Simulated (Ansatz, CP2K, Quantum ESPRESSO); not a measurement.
# One calculation of Sc, 4 ways

```xyz
2
Lattice="3.3090 0.0000 0.0000 -1.6545 2.8657 0.0000 0.0000 0.0000 5.2733" Properties=species:S:1:pos:R:3 pbc="T T T"
Sc    1.6545    0.9552    3.9550
Sc    0.0000    1.9105    1.3183
```

Alike in all runs: task band structure; functional PBEsol; k mesh 9 × 9 × 5; occupations fermi-dirac, width 0.05 eV; no spin polarisation; no spin-orbit coupling. Pressure is positive in compression and, in plane waves, holds the error of the finite cutoff, which Ansatz's Pulay term estimates and takes out.

| program and potentials | plane-wave cutoff (eV) | notes | pressure (GPa) |
| --- | --- | --- | --- |
| Ansatz, all-electron LAPW, scalar-relativistic | - | - | -2.81 |
| Quantum ESPRESSO, PseudoDojo 0.4.1 SR PBEsol standard | 1061 | - | -2.81 |
| CP2K, POTENTIAL_UZH Sc GTH-PBE-q11; TZVP-MOLOPT-PBE-GTH basis | - | atomic basis; potentials made for PBE | -2.83 |
| Ansatz, PAW datasets made for the crystal | 220 | - | -2.81 |

The pressure spans -2.83 (CP2K, POTENTIAL_UZH Sc GTH-PBE-q11; TZVP-MOLOPT-PBE-GTH basis) to -2.81 GPa (Quantum ESPRESSO, PseudoDojo 0.4.1 SR PBEsol standard), with all-electron results at -2.81. Rows in atomic bases carry the error of their basis and grid, which can be large.

The functional is the same throughout but for its coding, so the spread measures potentials, basis and numerics; runs on potential files found faulty are left out.
